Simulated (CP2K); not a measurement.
Sn under changes of volume

One of the cells (27.205 Å³/atom); the others are scaled copies at fixed shape and fractional positions:

```xyz
1
Lattice="3.2816 0.0000 0.0000 -1.0939 3.0940 0.0000 -1.0939 -1.5470 2.6794" Properties=species:S:1:pos:R:3 pbc="T T T"
Sn    0.0000    0.0000    0.0000
```

This isn't the form of Sn at room conditions, which is tetragonal (white tin).

* Program: CP2K 2026.2
* Functional: r2SCAN
* Potentials or basis: POTENTIAL_UZH Sn GTH-SCAN-q4; TZVP-MOLOPT-SCAN-GTH basis
* Density cutoff: 9184 eV
* k mesh: 10 × 10 × 10
* Occupations: fermi-dirac, width 0.05 eV
* Spin: no spin polarisation

| volume (Å³/atom) | energy over the lowest point (meV/atom) | pressure (GPa) |
| --- | --- | --- |
| 25.573 | 0.00 | -1.8 |
| 26.117 | 8.01 | -2.7 |
| 26.661 | 18.78 | -3.5 |
| 27.205 | 32.05 | -4.2 |
| 27.749 | 47.45 | -4.7 |
| 28.293 | ? | ? |
| 28.837 | 83.37 | -5.6 |

**Question.** What does the run at 28.293 Å³/atom give?

**Answer.** Energy over the lowest point 64.69 meV/atom; pressure -5.2 GPa.

Worked out: A Birch-Murnaghan fit of order 3 (a polynomial in V^(-2/3)) to the other rows has no minimum within the range. It gives 64.63 meV/atom at 28.293 Å³/atom, against the run's 64.69, and -dE/dV = -5.3 GPa, against -5.2.

Energies are extrapolated to zero smearing.

Caveats: the basis of atomic orbitals isn't converged, which shifts pressures, moduli and gaps.
